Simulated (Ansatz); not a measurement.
Space group P6/mmm (No. 191). a = 3.073 Å, b = 3.073 Å, c = 3.532 Å, α = 90.00°, β = 90.00°, γ = 120.00°
```json
{"atom": "Mg", "site": "1a", "symmetry": "6/mmm", "x": "0.0000", "y": "0.0000", "z": "0.0000"}
{"atom": "B", "site": "2d", "symmetry": "-6m2", "x": "0.3333", "y": "0.6667", "z": "0.5000"}
```

Equation of state of this MgB$_{2}$ structure (not necessarily the ground state), with shape and atoms relaxed at each volume where symmetry leaves them free. It has no gap at any of these volumes. Computed with DFT PBE, scalar-relativistic, plane waves, PAW (Ansatz 0.2.0).

Settings: cutoff 420 eV, Γ-centred mesh 15×15×12 on the computed 3-atom cell, Gaussian smearing of 0.10 eV; no spin polarisation.

| V (Å³/atom) | E − E(largest V) (meV/atom) | P (GPa) |
| --- | --- | --- |
| 8.472 | 38.13 | 22.97 |
| 8.761 | 3.23 | 15.97 |
| 9.050 | -19.95 | 9.89 |
| 9.339 | -32.95 | 4.61 |
| 9.628 | -37.05 | 0.00 |
| 9.917 | -33.40 | -4.02 |
| 10.205 | -22.97 | -7.50 |
| 10.591 | 0.00 | -11.49 |

Question: Fit a third-order Birch–Murnaghan equation to E(V).

Answer: V0 = 9.63 Å³/atom, B0 = 143 GPa, B0' = 3.5.